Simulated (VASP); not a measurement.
# HfS2 (P-3m1) in VASP: a series of runs, part 2 of 2

VASP 6.6.1.

**3. Relaxation of cell and atoms, PBE+D3(BJ)**

This run uses another cell than the first one, of 21.55 Å³/atom, 0.931 times its volume.

INCAR reads:

```
PREC = Accurate
ENCUT = 600
EDIFF = 1E-7
ISMEAR = 0
SIGMA = 0.03
LREAL = False
LASPH = True
NELM = 80
ALGO = Normal
ISIF = 3
LWAVE = False
LCHARG = False
GGA = PE
IVDW = 12
IBRION = 2
NSW = 90
EDIFFG = -0.005
KPAR = 4
```

KPOINTS reads:

```
regular mesh
0
Gamma
  9 9 5
```

POSCAR reads:

```
HfS2                                    
1.0
    3.5968391972     -0.0000000000     -0.0000000000
   -1.7984195986      3.1149541181     -0.0000000000
   -0.0000000000      0.0000000000      5.7700006079
  Hf              S             
     1     2
Direct
     0.0000000000000000    0.0000000000000000    0.0000000000000000
     0.6666666699999979    0.3333333300000021    0.7478435750768058
     0.3333333300000021    0.6666666699999979    0.2521564249231941
```

Potentials or basis: VASP PAW PBE potentials, release 64 (Hf_pv, S).

Command:

```bash
$ cat potpaw_PBE.64/Hf_pv/POTCAR potpaw_PBE.64/S/POTCAR > POTCAR
$ mpirun -np 4 vasp_std > vasp.out
```

It took 24 s on 4 MPI ranks of Intel Xeon 6975P-C (Granite Rapids), shared host; peak memory 0.25 GiB.

The run converged. Its results:

- Free energy: -23.8876 eV
- Relaxed volume: 21.56 Å³/atom
- Relaxed cell: a = 3.599 Å, b = 3.599 Å, c = 5.765 Å, α = 90.00°, β = 90.00°, γ = 120.00°
- Space group after relaxing (to 0.05 Å): P-3m1 (No. 164)
- Energy gained by relaxing: 0.0 meV/atom
- Ionic steps: 4
- Pressure after relaxing: 0.0 GPa
- Largest force after relaxing: 0.003 eV/Å
- Band gap on the k mesh: 0.91 eV, indirect (least direct gap 1.86 eV)
- Dispersion energy per atom: -0.342 eV

Forces in eV/Å, atoms in the order of the input:
```
Hf   0.000  0.000  0.000
S    0.000  0.000 -0.003
S    0.000  0.000  0.003
```

Final structure:
```yaml
crystal:
  lattice:
    - [3.59936, 0.00000, 0.00000]
    - [-1.79968, 3.11714, 0.00000]
    - [0.00000, 0.00000, 5.76533]
  atoms:
    - { symbol: Hf, position: [0.00000, 0.00000, 0.00000] }
    - { symbol: S, position: [0.66667, 0.33333, 0.74789] }
    - { symbol: S, position: [0.33333, 0.66667, 0.25211] }
```

Levels at points of the mesh, in eV from the valence-band top:
| k point | band 7 | band 8 | band 9 | band 10 | band 11 | band 12 | band 13 | band 14 | band 15 |
| --- | --- | --- | --- | --- | --- | --- | --- | --- | --- |
| (0.00, 0.00, 0.00) | -2.88 | -2.88 | -0.16 | -0.16 | 0.00 | 1.89 | 1.89 | 2.44 | 5.22 |

Caveat: spin-orbit coupling is left out, which moves the levels of the heavy elements; an odd mesh through Γ misses points on the zone boundary, where band edges often lie. Expect the measured gap to be larger: semilocal functionals such as PBE lack the derivative discontinuity.

**4. Relaxation of cell and atoms, LDA**

INCAR reads:

```
SYSTEM = HfS2
PREC = Accurate ; ENCUT = 600
EDIFF = 1E-6 ; ISMEAR = 0
SIGMA = 0.03 ; LREAL = .FALSE.
LASPH = .TRUE. ; NELM = 80
ALGO = Normal ; ISIF = 3
LWAVE = .FALSE. ; LCHARG = .FALSE.
GGA = CA ; IBRION = 2
NSW = 90 ; EDIFFG = -0.01
```

KPOINTS reads:

```
regular mesh
0
G
  9 9 5
  0 0 0
```

POSCAR reads:

```
HfS2
1.0
    3.6396641800      0.0000000000      0.0000000000
   -1.8198320900      3.1520416411      0.0000000000
    0.0000000000      0.0000000000      6.0555624700
Hf S
1 2
Direct
    0.0000000000      0.0000000000      0.0000000000
    0.6666666700      0.3333333300      0.7639520500
    0.3333333300      0.6666666700      0.2360479500
```

Potentials or basis: VASP PAW LDA potentials, release 64 (Hf_pv, S).

Command:

```bash
$ cat potpaw_LDA.64/Hf_pv/POTCAR potpaw_LDA.64/S/POTCAR > POTCAR
$ mpirun -np 1 vasp_std > vasp.out
```

Wall time 3.9 min (1 thread of Intel Xeon Platinum 8488C (Sapphire Rapids), shared host); peak memory 0.22 GiB.

It converged, with:

```
Free energy                            : -24.8789 eV
Relaxed volume                         : 20.72 Å³/atom
Relaxed cell                           : a = 3.556 Å, b = 3.556 Å, c = 5.678 Å, α = 90.00°, β = 90.00°, γ = 120.00°
Space group after relaxing (to 0.05 Å) : P-3m1 (No. 164)
Energy gained by relaxing              : 23.6 meV/atom
Ionic steps                            : 13
Pressure after relaxing                : 0.0 GPa
Largest force after relaxing           : 0.006 eV/Å
Band gap on the k mesh                 : 0.65 eV, indirect (least direct gap 1.62 eV)
```

Forces in eV/Å, atoms in the order of the input:
```
Hf   0.000  0.000  0.000
S    0.000  0.000 -0.006
S    0.000  0.000  0.006
```

Step by step:
| step | energy change (eV) | largest force (eV/Å) | pressure (GPa) | volume (Å³) |
| --- | --- | --- | --- | --- |
| 1 | 0.0000 | 0.2504 | -4.22 | 69.47 |
| 2 | 0.0296 | 1.0641 | 6.29 | 63.52 |
| 3 | -0.0393 | 0.2766 | -0.15 | 66.82 |
| 4 | -0.0393 | 0.2877 | -0.07 | 66.77 |
| 5 | -0.0459 | 0.1945 | -0.09 | 66.36 |
| 6 | -0.0489 | 0.0691 | -0.13 | 65.83 |
| 7 | -0.0527 | 0.0613 | -0.16 | 65.44 |
| 8 | -0.0625 | 0.0387 | -0.22 | 64.27 |
| 9 | -0.0706 | 0.0157 | -0.06 | 61.92 |
| 10 | -0.0708 | 0.0004 | -0.11 | 62.35 |
| 11 | -0.0709 | 0.0042 | -0.09 | 62.22 |
| 12 | -0.0704 | 0.0595 | 0.53 | 61.86 |
| 13 | -0.0709 | 0.0056 | 0.01 | 62.17 |

Final structure:
```cif
data_structure
_symmetry_space_group_name_H-M 'P 1'
_symmetry_Int_Tables_number 1
_cell_length_a 3.5557
_cell_length_b 3.5557
_cell_length_c 5.6778
_cell_angle_alpha 90.000
_cell_angle_beta 90.000
_cell_angle_gamma 120.000
_cell_volume 62.17
loop_
_atom_site_label
_atom_site_type_symbol
_atom_site_fract_x
_atom_site_fract_y
_atom_site_fract_z
_atom_site_occupancy
Hf1 Hf 0.00000 0.00000 0.00000 1
S1 S 0.66667 0.33333 0.74587 1
S2 S 0.33333 0.66667 0.25412 1
```

Levels at points of the mesh, in eV from the valence-band top:
```
           k point  band 9  band 10  band 11  band 12  band 13  band 14
(0.00, 0.00, 0.00)   -0.17    -0.17     0.00     1.69     1.69     2.23
```

Caveat: spin-orbit coupling is left out, which moves the levels of the heavy elements; an odd mesh through Γ misses points on the zone boundary, where band edges often lie. A hybrid or GW would open this gap; LDA tends to underestimate it.

**5. Relaxation of cell and atoms, LDA**

This run uses another cell than the first one, of 20.72 Å³/atom, 0.895 times its volume.

INCAR reads:

```
SYSTEM = HfS2
PREC = Accurate ; ENCUT = 600
EDIFF = 1E-7 ; ISMEAR = 0
SIGMA = 0.03 ; LREAL = .FALSE.
LASPH = .TRUE. ; NELM = 80
ALGO = Normal ; ISIF = 3
LWAVE = .FALSE. ; LCHARG = .FALSE.
GGA = CA ; IBRION = 2
NSW = 90 ; EDIFFG = -0.005
```

KPOINTS is that of step 4.

POSCAR reads:

```
HfS2                                    
1.0
    3.5557291443      0.0000000000      0.0000000000
   -1.7778645721      3.0793517679      0.0000000000
   -0.0000000000     -0.0000000000      5.6777553581
  Hf              S             
     1     2
Direct
     0.0000000000000000    0.0000000000000000    1.0000000000000000
     0.6666666699999979    0.3333333300000021    0.7458751009772340
     0.3333333300000021    0.6666666699999979    0.2541248990227661
```

Potentials or basis: VASP PAW LDA potentials, release 64 (Hf_pv, S).

Command:

```bash
$ cat potpaw_LDA.64/Hf_pv/POTCAR potpaw_LDA.64/S/POTCAR > POTCAR
$ mpirun -np 1 vasp_std > vasp.out
```

OUTCAR:

```text
SYSTEM = HfS2
   PREC = Accurate
   ENCUT = 600
   EDIFF = 1E-7
   ISMEAR = 0
   LREAL = .FALSE.
   LASPH = .TRUE.
   NELM = 80
   ISIF = 3
   GGA = CA
   IBRION = 2
   NSW = 90
   EDIFFG = -0.005

 ion  position               nearest neighbor table
   1  0.000  0.000  0.000-   2 2.51   3 2.51   3 2.51   2 2.51   2 2.51   3 2.51
   2  0.667  0.333  0.746-   1 2.51   1 2.51   1 2.51
   3  0.333  0.667  0.254-   1 2.51   1 2.51   1 2.51
[... 679 lines left out ...]

  FORCE on cell =-STRESS in cart. coord.  units (eV):
  Direction    XX          YY          ZZ          XY          YZ          ZX
  --------------------------------------------------------------------------------------
  -------------------------------------------------------------------------------------
  Total       -0.0080592     -0.0080592     -0.0008716     -0.0000000      0.0000000      0.0000000
  in kB       -0.2076979     -0.2076979     -0.0224623     -0.0000000      0.0000000      0.0000000
  external PRESSURE =      -0.1459527 kB  Pullay stress =       0.0000000 kB

 VOLUME and BASIS-vectors are now :
 -----------------------------------------------------------------------------
  energy-cutoff  :      600.00
  volume of cell :       62.17
      direct lattice vectors                 reciprocal lattice vectors
     3.555323737 -0.000000000 -0.000000000     0.281268338  0.162390351  0.000000000
    -1.777661868  3.079000674  0.000000000     0.000000000  0.324780702  0.000000000
    -0.000000000 -0.000000000  5.679091485     0.000000000  0.000000000  0.176084503

 POSITION                                       TOTAL-FORCE (eV/Angst)
 -----------------------------------------------------------------------------------
      3.55532     -0.00000      5.67909        -0.000000     -0.000000      0.000000
      1.77766      1.02633      4.23561        -0.000000      0.000000     -0.000482
     -0.00000      2.05267      1.44348         0.000000     -0.000000      0.000482
 -----------------------------------------------------------------------------------
    total drift:                               -0.000000     -0.000000      0.000000

  FREE ENERGIE OF THE ION-ELECTRON SYSTEM (eV)
  ---------------------------------------------------
  free  energy   TOTEN  =       -24.8784335951 eV

  energy  without entropy=      -24.8784335951  energy(sigma->0) =      -24.87843360

 reached required accuracy - stopping structural energy minimisation
```

OSZICAR:

```text
N       E                     dE             d eps       ncg     rms          rms(c)
DAV:   1     0.996002366595E+02    0.99600E+02   -0.12220E+04  1508   0.147E+03
[... 14 lines left out ...]
       N       E                     dE             d eps       ncg     rms          rms(c)
DAV:   1    -0.248784404898E+02   -0.12158E-04   -0.46789E-04  1654   0.160E-01    0.144E-02
DAV:   2    -0.248784346845E+02    0.58053E-05   -0.30644E-05  2069   0.323E-02    0.122E-02
DAV:   3    -0.248784340540E+02    0.63047E-06   -0.24020E-06  2018   0.102E-02    0.983E-03
DAV:   4    -0.248784337132E+02    0.34082E-06   -0.23916E-07  1671   0.326E-03    0.500E-03
DAV:   5    -0.248784335941E+02    0.11910E-06   -0.25821E-07  1624   0.332E-03    0.902E-04
DAV:   6    -0.248784335951E+02   -0.93223E-09   -0.13488E-08  1100   0.855E-04
   2 F= -.24878434E+02 E0= -.24878434E+02  d E =-.526505E-05
```

Run time: 36 s. Hardware: 1 thread of Intel Xeon Platinum 8488C (Sapphire Rapids), shared host; peak memory 0.2 GiB.

Results:

```
Free energy               : -24.8784 eV
Energy gained by relaxing : 0.0 meV/atom
Ionic steps               : 2
Pressure after relaxing   : 0.0 GPa
Band gap on the k mesh    : 0.65 eV, indirect (least direct gap 1.62 eV)
```

Final structure:
```cif
data_structure
_symmetry_space_group_name_H-M 'P 1'
_symmetry_Int_Tables_number 1
_cell_length_a 3.5553
_cell_length_b 3.5553
_cell_length_c 5.6791
_cell_angle_alpha 90.000
_cell_angle_beta 90.000
_cell_angle_gamma 120.000
_cell_volume 62.17
loop_
_atom_site_label
_atom_site_type_symbol
_atom_site_fract_x
_atom_site_fract_y
_atom_site_fract_z
_atom_site_occupancy
Hf1 Hf 0.00000 0.00000 0.00000 1
S1 S 0.66667 0.33333 0.74583 1
S2 S 0.33333 0.66667 0.25417 1
```

Levels at points of the mesh, in eV from the valence-band top:
```
           k point  band 9  band 10  band 11  band 12  band 13  band 14
(0.00, 0.00, 0.00)   -0.16    -0.16     0.00     1.69     1.69     2.23
```

Caveat: spin-orbit coupling is left out, which moves the levels of the heavy elements; an odd mesh through Γ misses points on the zone boundary, where band edges often lie. LDA gaps usually lie below the measured ones, often by a third to a half.
